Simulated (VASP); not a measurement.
# MoS2 (Fm-3m) in VASP: a series of runs

One crystal, MoS2, is run at these levels: HSE06, PBE; tasks: single point.

Everything below comes from runs of VASP 6.6.1. Logs are shortened: lines on timing, memory, paths and dates and some standing lists are left out, and cuts for length are marked.

## 1. Starting point

It takes space group Fm-3m (No. 225, cubic). Conventional cell: a = 5.865 Å, b = 5.865 Å, c = 5.865 Å, α = 90.00°, β = 90.00°, γ = 90.00°. Around Mo (site symmetry m-3m) lie 8 S at 2.54 Å. S (site symmetry -43m) has 4 Mo at 2.54 Å as nearest neighbours.

The cell was built by a generator and needn't be a form met in nature.

## 2. Single point, HSE06

The input, POSCAR:

```
MoS2
1.0
    0.0000000000      2.9323968553      2.9323968553
    2.9323968553      0.0000000000      2.9323968553
    2.9323968553      2.9323968553      0.0000000000
Mo S
1 2
Direct
    0.0000000000      0.0000000000      0.0000000000
    0.2500000000      0.2500000000      0.2500000000
    0.7500000000      0.7500000000      0.7500000000
```

The input, INCAR.step1:

```
SYSTEM = MoS2
ALGO = Normal
EDIFF = 1E-5
ENCUT = 520
GGA = PE
ISIF = 2
ISMEAR = -1
LASPH = .TRUE.
LREAL = .FALSE.
LWAVE = .TRUE.
NBANDS = 20
NELM = 80
PREC = Accurate
SIGMA = 0.02
```

The input, INCAR.step2:

```
SYSTEM = MoS2
ALGO = Normal
EDIFF = 1E-7
ENCUT = 520
GGA = PE
HFSCREEN = 0.2079
ISIF = 2
ISMEAR = -1
ISTART = 1
LASPH = .TRUE.
LCHARG = .TRUE.
LELF = .TRUE.
LHFCALC = .TRUE.
LREAL = .FALSE.
LVHAR = .TRUE.
LWAVE = .FALSE.
NBANDS = 20
NELM = 80
PREC = Accurate
PRECFOCK = Normal
SIGMA = 0.02
```

The input, KPOINTS:

```
k-points
0
G
  4 4 4
  0 0 0
```

Potentials or basis: VASP PAW PBE potentials, release 64 (Mo_sv, S).

Command:

```
cat potpaw_PBE.64/Mo_sv/POTCAR potpaw_PBE.64/S/POTCAR > POTCAR
cp INCAR.step1 INCAR
mpirun -np 1 vasp_std > vasp.out
cp INCAR.step2 INCAR
mpirun -np 1 vasp_std > vasp.out
```

OUTCAR:

```text
SYSTEM = MoS2
   EDIFF = 1E-7
   ENCUT = 520
   GGA = PE
   HFSCREEN = 0.2079
   ISIF = 2
   ISMEAR = -1
   ISTART = 1
   LASPH = .TRUE.
   LHFCALC = .TRUE.
   LREAL = .FALSE.
   NELM = 80
   PREC = Accurate
   PRECFOCK = Normal

 ion  position               nearest neighbor table
   1  0.000  0.000  0.000-   3 2.54   3 2.54   3 2.54   2 2.54   2 2.54   2 2.54   3 2.54   2 2.54

   2  0.250  0.250  0.250-   1 2.54   1 2.54   1 2.54   1 2.54
   3  0.750  0.750  0.750-   1 2.54   1 2.54   1 2.54   1 2.54

  LATTYP: Found a face centered cubic cell.
 ALAT       =     5.8647937106

  Lattice vectors:

 A1 = (   0.0000000000,   2.9323968553,   2.9323968553)
 A2 = (   2.9323968553,   0.0000000000,   2.9323968553)
 A3 = (   2.9323968553,   2.9323968553,   0.0000000000)

Analysis of symmetry for initial positions (statically):
=====================================================================
 Subroutine PRICEL returns:
 Original cell was already a primitive cell.

 Routine SETGRP: Setting up the symmetry group for a
 face centered cubic supercell.

 Subroutine GETGRP returns: Found 48 space group operations
 (whereof 48 operations were pure point group operations)
 out of a pool of 48 trial point group operations.

The static configuration has the point symmetry O_h .

Analysis of symmetry for dynamics (positions and initial velocities):
=====================================================================
 Subroutine PRICEL returns:
 Original cell was already a primitive cell.

 Routine SETGRP: Setting up the symmetry group for a
 face centered cubic supercell.

 Subroutine GETGRP returns: Found 48 space group operations
 (whereof 48 operations were pure point group operations)
 out of a pool of 48 trial point group operations.

The dynamic configuration has the point symmetry O_h .

 Subroutine INISYM returns: Found 48 space group operations
 (whereof 48 operations are pure point group operations),
 and found     1 'primitive' translations

----------------------------------------------------------------------------------------

                                     Primitive cell

  volume of cell :      50.4311

  direct lattice vectors                    reciprocal lattice vectors
     0.000000000  2.932396855  2.932396855    -0.170508981  0.170508981  0.170508981
     2.932396855  0.000000000  2.932396855     0.170508981 -0.170508981  0.170508981
     2.932396855  2.932396855  0.000000000     0.170508981  0.170508981 -0.170508981

  length of vectors
     4.147035403  4.147035403  4.147035403     0.295330218  0.295330218  0.295330218

  position of ions in fractional coordinates (direct lattice)
     0.000000000  0.000000000  0.000000000
     0.250000000  0.250000000  0.250000000
     0.750000000  0.750000000  0.750000000

  ion indices of the primitive-cell ions
   primitive index   ion index
                 1           1
                 2           2
                 3           3

----------------------------------------------------------------------------------------

 KPOINTS: k-points

Automatic generation of k-mesh.
 Grid dimensions read from file:
 generate k-points for:    4    4    4

 Generating k-lattice:

  Cartesian coordinates                     Fractional coordinates (reciprocal lattice)
    -0.042627245  0.042627245  0.042627245     0.250000000  0.000000000  0.000000000
     0.042627245 -0.042627245  0.042627245     0.000000000  0.250000000  0.000000000
     0.042627245  0.042627245 -0.042627245     0.000000000  0.000000000  0.250000000

  Length of vectors
     0.073832555  0.073832555  0.073832555

  Shift w.r.t. Gamma in fractional coordinates (k-lattice)
     0.000000000  0.000000000  0.000000000

 Subroutine IBZKPT returns following result:
 ===========================================

 Found      8 irreducible k-points:

 Following reciprocal coordinates:
            Coordinates               Weight
  0.000000  0.000000  0.000000      1.000000
  0.250000  0.000000  0.000000      8.000000
  0.500000  0.000000  0.000000      4.000000
  0.250000  0.250000  0.000000      6.000000
  0.500000  0.250000  0.000000     24.000000
 -0.250000  0.250000  0.000000     12.000000
  0.500000  0.500000  0.000000      3.000000
 -0.250000  0.500000  0.250000      6.000000
   k-points           NKPTS =      8   k-points in BZ     NKDIM =     64   number of bands    NBANDS=     20
   number of dos      NEDOS =    301   number of ions     NIONS =      3
   total plane-waves  NPLWV =  32768
   dimension x,y,z NGX =    32 NGY =   32 NGZ =   32
   dimension x,y,z NGXF=    64 NGYF=   64 NGZF=   64
   ions per type =               1   2
   NGX,Y,Z   is equivalent  to a cutoff of  12.83, 12.83, 12.83 a.u.
   NGXF,Y,Z  is equivalent  to a cutoff of  25.66, 25.66, 25.66 a.u.
 SYSTEM =  MoS2
   PREC   = accura    normal or accurate (medium, high low for compatibility)
   ISTART =      1    job   : 0-new  1-cont  2-samecut
   ICHARG =      0    charge: 1-file 2-atom 10-const
   ISPIN  =      1    spin polarized calculation?
   LNONCOLLINEAR =      F non collinear calculations
   LSORBIT =      F    spin-orbit coupling
   LASPH  =      T    aspherical Exc in radial PAW
   ENCUT  =  520.0 eV  38.22 Ry    6.18 a.u.   7.71  7.71  7.71*2*pi/ulx,y,z
   NELM   =     80;   NELMIN=  2; NELMDL=  0     # of ELM steps
   EDIFF  = 0.1E-06   stopping-criterion for ELM
   LREAL  =      F    real-space projection
   EDIFFG = 0.1E-05   stopping-criterion for IOM
   NSW    =      0    number of steps for IOM
   IBRION =     -1    ionic relax: 0-MD 1-quasi-New 2-CG
   NFREE  =      0    steps in history (QN), initial steepest desc. (CG)
   ISIF   =      2    stress and relaxation
   ISYM   =      3    0-nonsym 1-usesym 2-fastsym
   POTIM  = 0.5000    time-step for ionic-motion
   TEBEG  =    0.0;   TEEND  =   0.0 temperature during run
   PSTRESS=    0.0 pullay stress
   NELECT =      26.0000    total number of electrons
   NUPDOWN=      -1.0000    fix difference up-down
   EMIN   =  10.00;   EMAX   =-10.00  energy-range for DOS
   EFERMI =   0.00;   METHOD = LEGACY
   ISMEAR =    -1;   SIGMA  =   0.02  broadening in eV -4-tet -1-fermi 0-gaus
   EFERMI_NEDOS =   21; number of points for ismear=-14 and -15
   IALGO  =     38    algorithm
   IMIX   =      1    mixing-type and parameters
     AMIX     =   0.40;   BMIX     =  1.00
     AMIX_MAG =   1.60;   BMIX_MAG =  1.00
  volume/ion in A,a.u.               =      16.81       113.44
  Fermi-wavevector in a.u.,A,eV,Ry     =   1.312703  2.480649 23.445418  1.723190
  Thomas-Fermi vector in A             =   2.443077
   LORBIT       =      0    0 simple, 1 ext, 2 COOP (PROOUT), +10 PAW based schemes
   GGA     = PE    functional components
   LHFCALC =     T    Hartree Fock is set to
   PRECFOCK=normal    Normal, Fast or Accurate (Low or Medium for compatibility)
   ENCUT4O =  -1.0   cutoff for four orbital integrals eV
   NKREDX  =     1    reduce k-point grid by
   NKREDY  =     1    reduce k-point grid by
   NKREDZ  =     1    reduce k-point grid by
   AEXX    =    0.2500 exact exchange contribution
   HFSCREEN=    0.2079 screening length (either q_TF or 0.3 A-1)
   HFSCREENC=   0.2079 screening length for correlation (either q_TF or 0.3 A-1)
   ENCUTFOCK=  -1.0 apply spherical cutoff to Coloumb kernel
   IVDW    =     0    specifies the selected vdW correction
   LEPSILON=     F    determine dielectric tensor
   LRPA    =     F    only Hartree local field effects (RPA)
 non-spin polarized calculation
  energy-cutoff  :      520.00
  volume of cell :       50.43
 maximum number of plane-waves:      1380
 NGX is ok and might be reduce to    32
  NGX = 24; NGY = 24; NGZ = 24

 number of electron      25.9999997 magnetization

 Free energy of the ion-electron system (eV)
  ---------------------------------------------------
  ext. energy  EPLUGINS =         0.00000000
  ---------------------------------------------------
  free energy    TOTEN  =       -23.45364786 eV

  energy without entropy =      -23.44218119  energy(sigma->0) =      -23.44791452

 E-fermi :   8.2470     XC(G=0):  -9.2775

 val. band max:        8.0848868605   @ k =   0.5000   0.5000   0.0000
 cond. band min:       8.2635858722   @ k =   0.5000   0.2500   0.0000
 fundamental gap:      0.1786990116
 Fermi energy:         8.2470198648

 k-point     1 :       0.0000    0.0000    0.0000
  band No.  band energies     occupation
      1     -56.9296      2.00000
      2     -29.6081      2.00000
      3     -29.6081      2.00000
      4     -29.6081      2.00000
      5      -9.0647      2.00000
      6      -4.0415      2.00000
[... 12 lines left out ...]
     19      13.9057      0.00000
     20      13.9057      0.00000

 k-point     2 :       0.2500    0.0000    0.0000
  band No.  band energies     occupation
      1     -56.9291      2.00000
      2     -29.6301      2.00000
      3     -29.6133      2.00000
      4     -29.6133      2.00000
      5      -8.4044      2.00000
      6      -5.2015      2.00000
[... 12 lines left out ...]
     19      16.1350      0.00000
     20      16.1780      0.00000

 k-point     3 :       0.5000    0.0000    0.0000
  band No.  band energies     occupation
      1     -56.9287      2.00000
      2     -29.6512      2.00000
      3     -29.6181      2.00000
      4     -29.6181      2.00000
      5      -7.1933      2.00000
      6      -6.5495      2.00000
[... 12 lines left out ...]
     19      18.3518      0.00000
     20      18.7105      0.00000

 k-point     4 :       0.2500    0.2500    0.0000
  band No.  band energies     occupation
      1     -56.9289      2.00000
      2     -29.6315      2.00000
      3     -29.6174      2.00000
      4     -29.6174      2.00000
      5      -8.1910      2.00000
      6      -5.3472      2.00000
[... 12 lines left out ...]
     19      17.3833      0.00000
     20      17.5965      0.00000

 k-point     5 :       0.5000    0.2500    0.0000
  band No.  band energies     occupation
      1     -56.9285      2.00000
      2     -29.6454      2.00000
      3     -29.6286      2.00000
      4     -29.6221      2.00000
      5      -7.1248      2.00000
      6      -6.2993      2.00000
[... 12 lines left out ...]
     19      17.7960      0.00000
     20      18.2781      0.00000

 k-point     6 :      -0.2500    0.2500    0.0000
  band No.  band energies     occupation
      1     -56.9286      2.00000
      2     -29.6401      2.00000
      3     -29.6287      2.00000
      4     -29.6182      2.00000
      5      -7.5111      2.00000
      6      -6.0568      2.00000
[... 12 lines left out ...]
     19      17.1268      0.00000
     20      17.4598      0.00000

 k-point     7 :       0.5000    0.5000    0.0000
  band No.  band energies     occupation
      1     -56.9284      2.00000
      2     -29.6516      2.00000
      3     -29.6262      2.00000
      4     -29.6262      2.00000
      5      -6.9402      2.00000
      6      -6.1753      2.00000
[... 12 lines left out ...]
     19      16.1253      0.00000
     20      17.9317      0.00000

 k-point     8 :      -0.2500    0.5000    0.2500
  band No.  band energies     occupation
      1     -56.9284      2.00000
      2     -29.6392      2.00000
      3     -29.6392      2.00000
      4     -29.6272      2.00000
      5      -6.5960      2.00000
      6      -6.5960      2.00000
[... 12 lines left out ...]
     19      15.9026      0.00000
     20      18.1358      0.00000

------------------------ aborting loop because EDIFF is reached ----------------------------------------

  FORCE on cell =-STRESS in cart. coord.  units (eV):
  Direction    XX          YY          ZZ          XY          YZ          ZX
  --------------------------------------------------------------------------------------
  -------------------------------------------------------------------------------------
  Total       -1.5105004     -1.5105004     -1.5105004     -0.0000000     -0.0000000      0.0000000
  in kB      -47.9880598    -47.9880598    -47.9880598     -0.0000000     -0.0000000      0.0000000
  external PRESSURE =     -47.9880598 kB  Pullay stress =       0.0000000 kB

 VOLUME and BASIS-vectors are now :
 -----------------------------------------------------------------------------
  energy-cutoff  :      520.00
  volume of cell :       50.43
      direct lattice vectors                 reciprocal lattice vectors
     0.000000000  2.932396855  2.932396855    -0.170508981  0.170508981  0.170508981
     2.932396855  0.000000000  2.932396855     0.170508981 -0.170508981  0.170508981
     2.932396855  2.932396855  0.000000000     0.170508981  0.170508981 -0.170508981

 POSITION                                       TOTAL-FORCE (eV/Angst)
 -----------------------------------------------------------------------------------
      0.00000      0.00000      0.00000        -0.000000      0.000000     -0.000000
      1.46620      1.46620      1.46620         0.000000      0.000000     -0.000000
      4.39860      4.39860      4.39860        -0.000000     -0.000000      0.000000
 -----------------------------------------------------------------------------------
    total drift:                                0.000000     -0.000000      0.000000

  FREE ENERGIE OF THE ION-ELECTRON SYSTEM (eV)
  ---------------------------------------------------
  free  energy   TOTEN  =       -23.4536478560 eV

  energy  without entropy=      -23.4421811905  energy(sigma->0) =      -23.44791452
```

It took 5.4 min on 1 thread of Intel Xeon 6975P-C (Granite Rapids), shared host; peak memory 0.28 GiB.

Results:

```yaml
Free_energy: -23.4536 eV
Pressure: -4.8 GPa
Band_gap_on_the_k_mesh: none (metal or under the smearing width)
```

Caveat: the k mesh is coarse (spacing up to 0.46 Å⁻¹), so the values aren't converged, least of all with exact exchange; the PAW data sets were made with another functional, which shifts forces and pressure a little.

(Part 1 of 2 ends here.)
